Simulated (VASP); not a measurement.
GePt, 8 atoms in the cell. The structure is cubic, space group P2_13 (No. 198). Conventional cell: a = 5.123 Å, b = 5.123 Å, c = 5.123 Å, α = 90.00°, β = 90.00°, γ = 90.00°. Around Ge (site symmetry 3) lie 6 Pt at 2.59 to 2.68 Å. Around Pt (site symmetry 3) lie 6 Ge at 2.59 to 2.68 Å. The cell was built by a generator and needn't be a form met in nature.

```yaml
Program: VASP 6.6.1
Task: single point
Functional: r2SCAN
Potentials_or_basis: VASP PAW PBE potentials, release 64 (Ge_d, Pt)
Cutoff: 520 eV
k_mesh: 6 × 6 × 6
Occupations: gaussian, width 0.1 eV
Spin: no spin polarisation
Further_INCAR_settings: ALGO = Normal; EDIFF = 1e-06; NBANDS = 58
```

Potentials or basis: VASP PAW PBE potentials, release 64 (Ge_d, Pt).

Launch:

```console
$ cat potpaw_PBE.64/Ge_d/POTCAR potpaw_PBE.64/Pt/POTCAR > POTCAR
$ mpirun -np 4 vasp_std > vasp.out
```

Hardware: 4 MPI ranks on AMD EPYC 9R45 96-Core Processor (Zen 5), with other jobs on the host.

Question: How long does it take, and how much memory?

Answer: Wall time 120 s on 4 MPI ranks on AMD EPYC 9R45 96-Core Processor (Zen 5), on a shared host, peak memory 0.33 GiB a rank. Counts: scf iterations 18, k points 24.
